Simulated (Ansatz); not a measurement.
## ZnO (zincite, P6_3mc): zone-centre modes under pressure

Wanted: Grüneisen parameters and pressure coefficients of the modes of ZnO (zincite, P6_3mc).

Calculated with Ansatz 0.2.0; DFT PBE, scalar-relativistic, plane waves, PAW; PAW set soft_1.

### Step 1. The starting structure

The structure is hexagonal, space group P6_3mc (No. 186). Conventional cell: a = 3.249 Å, b = 3.249 Å, c = 5.206 Å, α = 90.00°, β = 90.00°, γ = 120.00°. Nearest to O lie 4 Zn at 1.97 to 1.98 Å. Nearest to Zn lie 4 O at 1.97 to 1.98 Å. Farther neighbours and most contacts between anions are not listed.

### Step 2. Bringing the structure to rest

The cell and atoms are relaxed, since residual forces and stress would shift the frequencies.

File input.yaml:

```yaml
crystal:
  lattice:
    - [3.249308, 0.0, 0.0]
    - [-1.624654, 2.8139832727, 0.0]
    - [0.0, 0.0, 5.205709]
  atoms:
    - { symbol: O, position: [0.66666667, 0.33333333, 0.37901] }
    - { symbol: O, position: [0.33333333, 0.66666667, 0.87901] }
    - { symbol: Zn, position: [0.33333333, 0.66666667, 0.5] }
    - { symbol: Zn, position: [0.66666667, 0.33333333, 0.0] }
kpoints:
  mp_grid: { grid: [9, 9, 6] }
hamiltonian:
  xc: pbe
  pseudopotentials: { kind: paw, azcp: { folder: soft_1 } }
scf:
  occupations: { method: gaussian, width: 0.02 }
output:
  forces: true
  stress: true
  eigenvalues: true
relax:
  adjacent_minimum: "off"
  f_tol: 0.005
  max_steps: 80
  cell: { stress_tol: 0.05 }
```

Launch:

```
$ ansatz run input.yaml --threads 4 --pin off --max-ram 16384MiB --backend cpu --events-out ev --progress --plain --runs-dir out
```

Numbers of over 12 decimals in the logs are rounded to 6 here.

The log of the run:

```text
Engine: ansatz 0.2.0, aarch64-unknown-linux-gnu
Pseudopotentials: kind: paw
Pseudopotential: O, paw, valence charge 6, recommended cutoff 420 eV (normal), soft_1/O.paw.azcp
Pseudopotential: Zn, paw, valence charge 12, recommended cutoff 420 eV (normal), soft_1/Zn.paw.azcp
Functional definition: PBE
  parameter kappa = 0.804
  parameter beta = 0.066725
  exchange = pbe_x(kappa = kappa, mu = beta*pi^2/3)
  correlation = pbe_c(beta = beta)
Crystal: 4 atoms, lattice volume = 47.598 Å³
Basis set: ecut = 420 eV, 941 PW (Γ), exchange–correlation on 48×48×72 points (8 copies of the dense FFT grid, shifted against one another)
Bands: 22, of which v1, the nominal top of the filled ones, is band 18 counted from 1 (17 counted from 0)
Symmetry: 12 space group operations
Space group: P63mc (ITA 186), of the structure as read, at distance tolerance 3.6e-5 Å
k-points: 48 of 486 (time reversal used)
Non-local potential: O, projectors of the file, l = 0: 2, l = 1: 2, l = 2: 1
Non-local potential: Zn, projectors of the file, l = 0: 2, l = 1: 2, l = 2: 3, l = 3: 1
PAW form: soft (Blöchl's): semilocal exchange-correlation on the pseudo side does not see the compensation charge
PAW one-centre angular grid: O, 110 points (default); XC on 64 Gauss nodes
PAW one-centre angular grid: Zn, 590 points (default); XC on 64 Gauss nodes
Initial density: superposition of atomic densities (chi_scale 0.1, normalization cell, long waves kept (reshape's long-wave potential 0.00 eV rms))
Initial wavefunctions: pseudopotential atomic-orbital guess
Functional: x = pbe(κ = 0.804, μ = 0.219515), c = pbe(β = 0.066725)
SCF iter   1: F=—  HF=-7774.610904 eV  |F-HF|=—  |Δ(HF+E_count)|=         —  Δρ=1.10e-1  dr2=3.05e0  ethr=3.10e-3  ⟨swp⟩=6.1  Hψ=5369  notcnv=0
preconditioner: auto → Resta (q_TF=auto, 2.604 Å⁻¹)  ε∞=6.4  [insulator: Δε(μ)=1.253 eV  Ē_g=13.886 eV  σ=0.020 eV  W_gap=1.00  n_scr=22 (ndim 8)  ℏωp=32.3 eV  f_vac=0.000  D(μ)=0.00/eV (n_scr^D=0)  ε∞_Penn≈6.4]
SCF iter   2: F=—  HF=-7773.773332 eV  |F-HF|=—  |Δ(HF+E_count)|=   8.38e-1  Δρ=2.33e-2  dr2=2.15e-1  ethr=3.10e-3  ⟨swp⟩=2.3  Hψ=2418  notcnv=0
SCF iter   3: F=—  HF=-7773.673476 eV  |F-HF|=—  |Δ(HF+E_count)|=   9.99e-2  Δρ=1.79e-2  dr2=1.39e-1  ethr=5.97e-4  ⟨swp⟩=2.0  Hψ=2400  notcnv=0
SCF iter   4: F=—  HF=-7773.667237 eV  |F-HF|=—  |Δ(HF+E_count)|=   6.24e-3  Δρ=7.24e-3  dr2=1.69e-2  ethr=3.85e-4  ⟨swp⟩=2.0  Hψ=2015  notcnv=0
SCF iter   5: F=—  HF=-7773.676135 eV  |F-HF|=—  |Δ(HF+E_count)|=   8.90e-3  Δρ=1.81e-3  dr2=1.81e-3  ethr=4.70e-5  ⟨swp⟩=2.3  Hψ=2384  notcnv=0
SCF iter   6: F=—  HF=-7773.676510 eV  |F-HF|=—  |Δ(HF+E_count)|=   3.75e-4  Δρ=6.86e-4  dr2=1.58e-4  ethr=5.04e-6  ⟨swp⟩=2.0  Hψ=2005  notcnv=0
SCF iter   7: F=—  HF=-7773.676687 eV  |F-HF|=—  |Δ(HF+E_count)|=   1.77e-4  Δρ=1.98e-4  dr2=9.10e-6  ethr=4.40e-7  ⟨swp⟩=2.0  Hψ=1924  notcnv=0
SCF iter   8: F=—  HF=-7773.676758 eV  |F-HF|=—  |Δ(HF+E_count)|=   7.11e-5  Δρ=2.96e-5  dr2=4.48e-7  ethr=2.53e-8  ⟨swp⟩=2.0  Hψ=1777  notcnv=0
SCF iter   9: F=-7773.676759 eV  HF=-7773.676759 eV  |F-HF|=1.48e-8  |Δ(HF+E_count)|=   8.07e-7  Δρ=5.43e-6  dr2=1.57e-8  ethr=2.78e-10  ⟨swp⟩=7.0  Hψ=5578  notcnv=0
SCF 1 converged in 9 iterations: F = -7773.676759 eV  dr2 = 1.57e-8
  greatest PAW one-centre occupation: 0.987 electrons in one spin orbital (limit 2), on the Zn atom at site 3 (counted from 0), in its partial waves of l = 2
relax step   1: F+E_penalty+E_count = -7773.67675911 eV  Δ(F+E_penalty+E_count) = +0.000e0 eV  max|allowed force component| = 7.025e-2 eV/Å  Δτ_max = 0.0000 Å  P = +4.986 GPa  Ω = 47.598 Å³  (9 SCF iters, dr2 threshold 1.00e-7 eV, accepted)
Crystal: 4 atoms, lattice volume = 48.458 Å³
Basis set: ecut = 420 eV, 965 PW (Γ), exchange–correlation on 48×48×72 points (8 copies of the dense FFT grid, shifted against one another)
Initial density: handed on by an earlier stage of this run
Initial wavefunctions: those handed on with the density
iter 1 solved again at ethr=5.17e-6 eV; its pass at ethr=3.10e-3 eV (dr2=1.86e-3 eV) is discarded
SCF iter   1: F=—  HF=-7773.694828 eV  |F-HF|=—  |Δ(HF+E_count)|=         —  Δρ=2.12e-3  dr2=1.66e-3  ethr=5.17e-6  ⟨swp⟩=2.2  Hψ=6309  notcnv=0
preconditioner: auto → Resta (q_TF=auto, 2.596 Å⁻¹)  ε∞=7.5  [insulator: Δε(μ)=0.753 eV  Ē_g=12.552 eV  σ=0.020 eV  W_gap=1.00  n_scr=22 (ndim 8)  ℏωp=32.0 eV  f_vac=0.041  D(μ)=0.00/eV (n_scr^D=0)  ε∞_Penn≈7.5]
SCF iter   2: F=—  HF=-7773.694444 eV  |F-HF|=—  |Δ(HF+E_count)|=   3.84e-4  Δρ=5.77e-4  dr2=1.56e-4  ethr=4.62e-6  ⟨swp⟩=2.0  Hψ=1970  notcnv=0
SCF iter   3: F=—  HF=-7773.694494 eV  |F-HF|=—  |Δ(HF+E_count)|=   4.99e-5  Δρ=3.57e-4  dr2=7.71e-5  ethr=4.32e-7  ⟨swp⟩=2.0  Hψ=1771  notcnv=0
SCF iter   4: F=—  HF=-7773.694503 eV  |F-HF|=—  |Δ(HF+E_count)|=   8.53e-6  Δρ=2.60e-4  dr2=1.82e-5  ethr=2.14e-7  ⟨swp⟩=2.2  Hψ=1769  notcnv=0
SCF iter   5: F=—  HF=-7773.694504 eV  |F-HF|=—  |Δ(HF+E_count)|=   1.37e-6  Δρ=8.32e-5  dr2=2.52e-6  ethr=5.06e-8  ⟨swp⟩=2.0  Hψ=1824  notcnv=0
SCF iter   6: F=-7773.694508 eV  HF=-7773.694507 eV  |F-HF|=2.31e-7  |Δ(HF+E_count)|=   3.27e-6  Δρ=1.68e-5  dr2=1.28e-7  ethr=1.11e-9  ⟨swp⟩=4.1  Hψ=5512  notcnv=0
SCF 2 converged in 6 iterations: F = -7773.694508 eV  dr2 = 1.28e-7
  greatest PAW one-centre occupation: 0.987 electrons in one spin orbital (limit 2), on the Zn atom at site 2 (counted from 0), in its partial waves of l = 2
relax step   2: F+E_penalty+E_count = -7773.69450769 eV  Δ(F+E_penalty+E_count) = -1.775e-2 eV  max|allowed force component| = 4.413e-2 eV/Å  Δτ_max = 0.0017 Å  P = +2.309 GPa  Ω = 48.458 Å³  energy of the carried Pulay correction = -2.551e-3 eV  (6 SCF iters, dr2 threshold 4.00e-7 eV, accepted)
Crystal: 4 atoms, lattice volume = 49.219 Å³
Basis set: ecut = 420 eV, 989 PW (Γ), exchange–correlation on 48×48×72 points (8 copies of the dense FFT grid, shifted against one another)
iter 1 solved again at ethr=3.46e-6 eV; its pass at ethr=3.10e-3 eV (dr2=1.25e-3 eV) is discarded
SCF iter   1: F=—  HF=-7773.698476 eV  |F-HF|=—  |Δ(HF+E_count)|=         —  Δρ=1.77e-3  dr2=1.20e-3  ethr=3.46e-6  ⟨swp⟩=2.1  Hψ=6392  notcnv=0
preconditioner: auto → Resta (q_TF=auto, 2.590 Å⁻¹)  ε∞=7.5  [insulator: Δε(μ)=0.728 eV  Ē_g=12.452 eV  σ=0.020 eV  W_gap=1.00  n_scr=22 (ndim 8)  ℏωp=31.8 eV  f_vac=0.044  D(μ)=0.00/eV (n_scr^D=0)  ε∞_Penn≈7.5]
SCF iter   2: F=—  HF=-7773.698203 eV  |F-HF|=—  |Δ(HF+E_count)|=   2.73e-4  Δρ=4.76e-4  dr2=1.17e-4  ethr=3.33e-6  ⟨swp⟩=2.0  Hψ=1841  notcnv=0
SCF iter   3: F=—  HF=-7773.698261 eV  |F-HF|=—  |Δ(HF+E_count)|=   5.78e-5  Δρ=3.03e-4  dr2=5.98e-5  ethr=3.25e-7  ⟨swp⟩=2.0  Hψ=1737  notcnv=0
SCF iter   4: F=—  HF=-7773.698268 eV  |F-HF|=—  |Δ(HF+E_count)|=   7.34e-6  Δρ=2.23e-4  dr2=1.39e-5  ethr=1.66e-7  ⟨swp⟩=2.3  Hψ=1759  notcnv=0
SCF iter   5: F=—  HF=-7773.698269 eV  |F-HF|=—  |Δ(HF+E_count)|=   1.40e-6  Δρ=7.16e-5  dr2=1.88e-6  ethr=3.86e-8  ⟨swp⟩=2.0  Hψ=1824  notcnv=0
SCF iter   6: F=-7773.698272 eV  HF=-7773.698272 eV  |F-HF|=1.85e-7  |Δ(HF+E_count)|=   2.56e-6  Δρ=1.52e-5  dr2=1.08e-7  ethr=1.11e-9  ⟨swp⟩=6.5  Hψ=4886  notcnv=0
SCF 3 converged in 6 iterations: F = -7773.698272 eV  dr2 = 1.08e-7
  greatest PAW one-centre occupation: 0.988 electrons in one spin orbital (limit 2), on the Zn atom at site 2 (counted from 0), in its partial waves of l = 2
relax step   3: F+E_penalty+E_count = -7773.69827214 eV  Δ(F+E_penalty+E_count) = -3.764e-3 eV  max|allowed force component| = 2.261e-2 eV/Å  Δτ_max = 0.0007 Å  P = +0.133 GPa  Ω = 49.219 Å³  energy of the carried Pulay correction = -4.772e-3 eV  (6 SCF iters, dr2 threshold 4.00e-7 eV, accepted)
[...]
relax step   4: F+E_penalty+E_count = -7773.69832934 eV  Δ(F+E_penalty+E_count) = -5.720e-5 eV  max|allowed force component| = 1.486e-2 eV/Å  Δτ_max = 0.0010 Å  P = +0.126 GPa  Ω = 49.222 Å³  energy of the carried Pulay correction = -4.780e-3 eV  (3 SCF iters, dr2 threshold 1.25e-7 eV, accepted)
[...]
relax step   5: F+E_penalty+E_count = -7773.69826201 eV  Δ(F+E_penalty+E_count) = +6.733e-5 eV  max|allowed force component| = 3.308e-4 eV/Å  Δτ_max = 0.0018 Å  P = +0.001 GPa  Ω = 49.268 Å³  energy of the carried Pulay correction = -4.912e-3 eV  (5 SCF iters, dr2 threshold 9.22e-8 eV, accepted)
[...]
relax step   6: F+E_penalty+E_count = -7773.70392146 eV  Δ(F+E_penalty+E_count) = -5.659e-3 eV  max|allowed force component| = 6.472e-4 eV/Å  Δτ_max = 0.0000 Å  P = +0.149 GPa  Ω = 49.268 Å³  stress off target by 1.80e-1 GPa  SCF on the basis re-selected at this cell (its energy is not comparable with the rows above)  (8 SCF iters)
[...]
relax step   7: F+E_penalty+E_count = -7773.70378524 eV  Δ(F+E_penalty+E_count) = +1.362e-4 eV  max|allowed force component| = 4.352e-4 eV/Å  Δτ_max = 0.0002 Å  P = +0.001 GPa  Ω = 49.323 Å³  energy of the carried Pulay correction = -1.637e-4 eV  (4 SCF iters, dr2 threshold 8.14e-8 eV, accepted)
iter 1 solved again at ethr=2.22e-7 eV; its pass at ethr=3.10e-3 eV (dr2=7.99e-5 eV) is discarded
SCF iter   1: F=—  HF=-7773.703697 eV  |F-HF|=—  |Δ(HF+E_count)|=         —  Δρ=1.68e-4  dr2=3.64e-7  ethr=2.22e-7  ⟨swp⟩=3.1  Hψ=8416  notcnv=0
preconditioner: auto → Resta (q_TF=auto, 2.589 Å⁻¹)  ε∞=7.5  [insulator: Δε(μ)=0.741 eV  Ē_g=12.452 eV  σ=0.020 eV  W_gap=1.00  n_scr=22 (ndim 8)  ℏωp=31.7 eV  f_vac=0.042  D(μ)=0.00/eV (n_scr^D=0)  ε∞_Penn≈7.5]
SCF iter   2: F=—  HF=-7773.703923 eV  |F-HF|=—  |Δ(HF+E_count)|=   2.25e-4  Δρ=8.52e-5  dr2=1.11e-7  ethr=1.01e-9  ⟨swp⟩=2.0  Hψ=1903  notcnv=0
SCF iter   3: F=—  HF=-7773.703975 eV  |F-HF|=—  |Δ(HF+E_count)|=   5.21e-5  Δρ=6.65e-6  dr2=1.12e-8  ethr=3.09e-10  ⟨swp⟩=2.0  Hψ=1771  notcnv=0
SCF iter   4: F=—  HF=-7773.703975 eV  |F-HF|=—  |Δ(HF+E_count)|=   1.36e-8  Δρ=2.33e-6  dr2=1.43e-9  ethr=3.10e-11  ⟨swp⟩=2.1  Hψ=1832  notcnv=0
SCF iter   5: F=—  HF=-7773.703975 eV  |F-HF|=—  |Δ(HF+E_count)|=   1.81e-8  Δρ=9.10e-7  dr2=4.97e-10  ethr=3.98e-12  ⟨swp⟩=2.0  Hψ=1677  notcnv=0
SCF iter   6: F=—  HF=-7773.703975 eV  |F-HF|=—  |Δ(HF+E_count)|=  9.85e-10  Δρ=9.94e-7  dr2=3.20e-10  ethr=1.38e-12  ⟨swp⟩=2.0  Hψ=1854  notcnv=0
SCF iter   7: F=-7773.703975 eV  HF=-7773.703975 eV  |F-HF|=1.62e-10  |Δ(HF+E_count)|=  2.12e-10  Δρ=2.97e-7  dr2=1.23e-11  ethr=1.00e-12  ⟨swp⟩=3.0  Hψ=4796  notcnv=0
SCF 8 converged in 7 iterations: F = -7773.703975 eV  dr2 = 1.23e-11
relax step   8: F+E_penalty+E_count = -7773.70397470 eV  Δ(F+E_penalty+E_count) = -1.895e-4 eV  max|allowed force component| = 4.091e-4 eV/Å  Δτ_max = 0.0000 Å  P = +0.002 GPa  Ω = 49.323 Å³  stress off target by 8.41e-3 GPa  SCF on the basis re-selected at this cell (its energy is not comparable with the rows above)  (7 SCF iters)
basis re-selected at this cell: Δ(F+E_penalty+E_count) = -1.895e-4 eV, ΔP = +0.001 GPa vs the last step (what re-selecting the basis moved, of the pressure what is left beyond the Pulay correction that the steps carried, after the strain that the cell walked since its last selection, with what the two solves' SCF thresholds leave and, on support functions, any second-order correction that the steps lacked; it is no m [...]
SCF converged after 7 iterations
Free energy (F): -7773.703975 eV
Harris-Foulkes:  -7773.703975 eV  (|F-HF|=1.62e-10)
Internal energy: -7773.703975 eV  (E = F + TS)
E sigma→0 (E₀):  -7773.703975 eV
Fermi energy:    7.032467 eV
--- Per-component energies (eV) ---
  E_band       = 49.212088
  E_kinetic    = 628.076648
  E_local      = -4493.598512  (includes V_loc(G=0)·N_el)
  E_nonlocal   = 1755.652339
  E_hartree    = 1687.869474
  E_xc         = -297.802579
  E_vxc        = -281.843909  (∫ρ·V_xc dr)
  E_paw        = -4126.062109  (= ΣΔE_a)
  E_vpaw       = -934.814455  (= ΣTr[D̂ρ^β])
  E_aug_tail   = 0.000970  (compensation charges beyond the density's cutoff)
  E_ewald      = -2927.840206
  E_smearing   = -0.000000  (= −TS)
  E_closure    = -0.000000  (closes the sum)
  Σ components = -7773.703975   (vs F -7773.703975, Δ=0.00e0)
--- Forces (eV/Å), atoms counted from 1 ---
  atom   1  O      0.00000000     0.00000000     0.00040748
  atom   2  O     -0.00000000    -0.00000000     0.00040748
  atom   3  Zn     0.00000000     0.00000000    -0.00041067
  atom   4  Zn    -0.00000000    -0.00000000    -0.00041067
  max |Σ_I F_I| component: 6.38e-6 eV/Å
--- Stress (GPa, compression-positive) ---
       -0.000913       0.000000       0.000000
        0.000000      -0.000913      -0.000000
        0.000000      -0.000000       0.008412
  P = ⅓ Tr σ = 0.0022 GPa (0.022 kbar)
--- Band table (eV; the first three rows and the last of 48) ---
  k-point 0: bands = [... 14 lower, 5.9111, 6.5823, 6.6620, 6.6620, 7.4025, 11.7701, 14.7348, 19.4164]
  k-point 1: bands = [... 14 lower, 5.9625, 6.0191, 6.6130, 6.6130, 8.0489, 11.5359, 14.9467, 19.4224]
  k-point 2: bands = [... 14 lower, 6.1021, 6.1021, 6.4779, 6.4779, 9.0349, 10.9093, 15.5652, 17.9712]
  k-point 47: bands = [... 14 lower, 4.0847, 4.0847, 5.4769, 5.4769, 14.4584, 14.4584, 14.6244, 14.6244]
--- Relaxed structure (6 steps of the walk, 6 accepted, 2 SCFs on fresh bases) ---
  F+E_penalty+E_count = -7773.70397470 eV   max|allowed force component| = 4.091e-4 eV/Å   (the final SCF, on the basis selected at the relaxed cell)
  cell:  # Å, volume = 49.3235 Å³
    - [3.279952, 0, 0]
    - [-1.639976, 2.840522, 1.3746931182837871e-18]
    - [0, 2.543104078652234e-18, 5.294052]
  atoms:
    - { symbol: O, position: [0.666667, 0.333333, 0.379039] }
    - { symbol: O, position: [0.333333, 0.666667, 0.879039] }
    - { symbol: Zn, position: [0.333333, 0.666667, 0.499971] }
    - { symbol: Zn, position: [0.666667, 0.333333, -2.870135959140793e-5] }
```

Run time: 11 s. Hardware: 4 threads of Arm Neoverse V2, shared host; peak memory 0.37 GiB.

Step by step:

| step | energy less that of the first step (eV) | largest force component (eV/Å) | pressure (GPa) | volume (Å³) |
| --- | --- | --- | --- | --- |
| 1 | 0.0000 | 0.0703 | 4.99 | 47.60 |
| 2 | -0.0177 | 0.0441 | 2.31 | 48.46 |
| 3 | -0.0215 | 0.0226 | 0.13 | 49.22 |
| 4 | -0.0216 | 0.0149 | 0.13 | 49.22 |
| 5 | -0.0215 | 0.0003 | 0.00 | 49.27 |
| 6* | -0.0272 | 0.0006 | 0.15 | 49.27 |
| 7 | -0.0270 | 0.0004 | 0.00 | 49.32 |
| 8* | -0.0272 | 0.0004 | 0.00 | 49.32 |

Relaxation steps marked * repeat the geometry before them on a plane-wave basis chosen anew for their cell, so energy and pressure can jump there.

The run keeps the 12 symmetry operations that it works with, so distortions that break them were not tested.

| conventional cell, symmetrised | before | after | change |
| --- | --- | --- | --- |
| a (Å) | 3.249 | 3.280 | +0.9 % |
| b (Å) | 3.249 | 3.280 | +0.9 % |
| c (Å) | 5.206 | 5.294 | +1.7 % |
| volume (Å³/atom) | 11.90 | 12.33 | +3.6 % |

This step gave:

| Quantity | Value |
| --- | --- |
| pressure | 0.002195 GPa |
| gap on the k-mesh | 0.7405 eV |
| volume per atom | 12.33 Å³ |

In this step the volume went from 11.90 to 12.33 Å³/atom.

### Step 3. Tight relaxation

A first tight relaxation and response on 9×9×6 k points, not shown, drew a warning on the mesh, so the tight relaxation is repeated on 15×15×10 points.

File input.yaml:

```yaml
crystal:
  lattice:
    - [3.2799520221, 0.0, 0.0]
    - [-1.6399760111, 2.8405217744, 0.0]
    - [0.0, 0.0, 5.2940517524]
  atoms:
    - { symbol: O, position: [0.6666666667, 0.3333333333, 0.3790387014] }
    - { symbol: O, position: [0.3333333333, 0.6666666667, 0.8790387014] }
    - { symbol: Zn, position: [0.3333333333, 0.6666666667, 0.4999712986] }
    - { symbol: Zn, position: [0.6666666667, 0.3333333333, -2.87014e-05] }
kpoints:
  mp_grid: { grid: [15, 15, 10] }
hamiltonian:
  xc: pbe
  pseudopotentials: { kind: paw, azcp: { folder: soft_1 } }
scf:
  occupations: { method: fixed }
output:
  forces: true
  stress: true
  eigenvalues: true
relax:
  adjacent_minimum: "off"
  f_tol: 0.001
  max_steps: 60
  cell: { stress_tol: 0.01 }
```

The log of the run:

```text
[...]
Crystal: 4 atoms, lattice volume = 49.323 Å³
Basis set: ecut = 420 eV, 989 PW (Γ), exchange–correlation on 48×48×72 points (8 copies of the dense FFT grid, shifted against one another)
Bands: 22, of which v1, the nominal top of the filled ones, is band 18 counted from 1 (17 counted from 0)
Symmetry: 12 space group operations
[...]
k-points: 162 of 2250 (time reversal used)
[...]
--- Relaxed structure (2 steps of the walk, 2 accepted, 1 SCFs on fresh bases) ---
[...]
cell:  # Å, volume = 49.3245 Å³
    - [3.279942, 2.8867443836062e-11, 0]
    - [-1.639971, 2.840513, 0]
    - [0, 0, 5.294196]
  atoms:
    - { symbol: O, position: [0.666667, 0.333333, 0.379037] }
    - { symbol: O, position: [0.333333, 0.666667, 0.879037] }
    - { symbol: Zn, position: [0.333333, 0.666667, 0.499973] }
    - { symbol: Zn, position: [0.666667, 0.333333, -2.6937784762278344e-5] }
[key lines of the parts left out:]
SCF converged after 7 iterations
Free energy (F): -7773.704153 eV
Fermi energy:    6.661354 eV
P = ⅓ Tr σ = 0.0023 GPa (0.023 kbar)
```

Run time: 14 s. Hardware: 4 threads; peak memory 0.47 GiB.

Little changed from the start: no atom moved by 0.005 Å and no cell edge by 0.1 %.

This step gave:

| Quantity | Value |
| --- | --- |
| pressure | 0.002292 GPa |
| gap on the k-mesh | 0.7406 eV |

The largest force component left is 0.27 meV/Å and the pressure is 0.002 GPa, within the tolerances set. The cell now holds 12.33 Å³/atom.

(Part 1 of 3 ends here.)

[Logs are printed without paths, hosts, clocks, repeated set-up lines and the standing remarks that a program may print on its own settings, such as how far it seeks lower states.]

[Hosts, paths, dates, database ids (printed as entryN), source tags and the programs' standing remarks are cut or masked in the printed files.]
